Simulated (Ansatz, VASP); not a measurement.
Au, level by level in two programs

```
Au
1.0
     0.00000    2.03500    2.03500
     2.03500    0.00000    2.03500
     2.03500    2.03500    0.00000
Au
1
Direct
  0.00000 0.00000 0.00000
```

Single points on this cell with VASP 6.6.1 and Ansatz 0.2.0. Each row is one pair of runs. Alike in all rows: spin: off; k mesh: 11 × 11 × 11; VASP's potentials, cutoff: VASP PAW PBE potentials, release 64 (Au), 520 eV.

| level | smearing | Ansatz's potentials, cutoff | gap on the k mesh at the Fermi level (eV), VASP | gap on the k mesh at the Fermi level (eV), Ansatz | pressure (GPa), VASP | pressure (GPa), Ansatz |
| --- | --- | --- | --- | --- | --- | --- |
| PBE | fermi-dirac, width 0.05 eV | Ansatz NC, 1034 eV | none | none | 10.5 | 10.9 |
| PBE | fermi-dirac, width 0.05 eV | Ansatz PAW, 420 eV | none | none | 10.5 | 10.8 |
| PBE | fermi-dirac, width 0.05 eV | Ansatz PAW large core, 420 eV | none | none | 10.5 | 10.7 |
| PBE | gaussian, width 0.011 eV | Ansatz PAW, 420 eV | none | none | 10.5 | 10.8 |
| PBE | gaussian, width 0.012 eV | Ansatz PAW, 420 eV | none | none | 10.5 | 10.8 |
| PBE | gaussian, width 0.026 eV | Ansatz PAW, 420 eV | none | none | 10.5 | 10.8 |
| PBE | gaussian, width 0.023 eV | Ansatz PAW, 420 eV | none | none | 10.5 | 10.8 |
| PBE | gaussian, width 0.014 eV | Ansatz PAW, 420 eV | none | none | 10.5 | 10.8 |

Pressure (GPa): the two programs differ by at most 0.39.

A gap of «none» marks a metal or a gap that the smearing closes.

Caveats: this set keeps more shells in the core, which shifts pressures and gaps (Ansatz).
